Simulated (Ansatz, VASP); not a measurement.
## One calculation of NiO2, two programs

File INCAR:

```
PREC     = Accurate       # precision mode
ENCUT    = 520            # plane-wave cutoff, eV
EDIFF    = 1E-7           # SCF threshold, eV
ISMEAR   = 0              # smearing method
SIGMA    = 0.05           # smearing width, eV
LREAL    = F              # projectors in reciprocal space
LASPH    = T              # aspherical terms in the spheres
NELM     = 100            # most SCF steps
ALGO     = Normal         # electronic algorithm
ISIF     = 2              # what is computed and relaxed
LWAVE    = F              # write WAVECAR
LCHARG   = F              # write CHGCAR
GGA      = CA             # functional
NBANDS   = 18             # bands
```

The input KPOINTS:

```
regular mesh
0
Gamma
  12 12 6
```

POSCAR

```
NiO2
1.0
    2.8940625823      0.0000000000      0.0000000000
   -1.4470312911      2.5063317164      0.0000000000
    0.0000000000      0.0000000000      3.8331858902
Ni O
1 2
Direct
    0.0000000000      0.0000000000      0.5000000000
    0.6666666667      0.3333333333      0.7542852723
    0.3333333333      0.6666666667      0.2457147277
```

Input for Ansatz:

```yaml
crystal:
  lattice:
    - [2.8940625823, 0.0, 0.0]
    - [-1.4470312911, 2.5063317164, 0.0]
    - [0.0, 0.0, 3.8331858902]
  atoms:
    - { symbol: Ni, position: [0.0, 0.0, 0.5] }
    - { symbol: O, position: [0.6666666667, 0.3333333333, 0.7542852723] }
    - { symbol: O, position: [0.3333333333, 0.6666666667, 0.2457147277] }
basis:
  ecutwfc: 520.0
kpoints:
  mp_grid: { grid: [12, 12, 6] }
hamiltonian:
  xc: lda
  pseudopotentials: { kind: paw }
scf:
  occupations: { method: gaussian, width: 0.05 }
output:
  forces: true
  stress: true
  eigenvalues: true
```

Alike in both runs: task single point; functional LDA; k mesh 12 × 12 × 6; occupations gaussian, width 0.05 eV; no spin polarisation.

```csv
,VASP,Ansatz
version,VASP 6.6.1,Ansatz 0.2.0
potentials or method,"VASP PAW LDA potentials, release 64 (Ni, O)","scalar-relativistic, plane waves, PAW"
plane-wave cutoff (eV),520,520
valence electrons in the cell,22,30
```

```tsv
	VASP	Ansatz	Ansatz less VASP
gap on the k mesh at the Fermi level (eV)	0.20	0.27	+0.068
least direct gap on the mesh (eV)	0.56	0.58	+0.020
pressure (GPa)	-24.3	-24.9	-0.63
largest component of the traceless stress (GPa)	7.88	8.41	+0.529
rms of the force components (eV/Å)	0.878	0.918	+0.0400
```

Atom by atom the forces differ by 0.040 eV/Å (rms over components). The two sets of potentials don't hold the same shells in valence.

Caveats: so large a pressure means that the cell lies far from this level's equilibrium, or that cutoff or potentials fall short (VASP); forces of over 1 eV/Å show positions far from the minimum, so gaps and moduli don't describe the material at rest. Spin polarisation is off, so any magnetic state and its effect on volume and gap are missing.
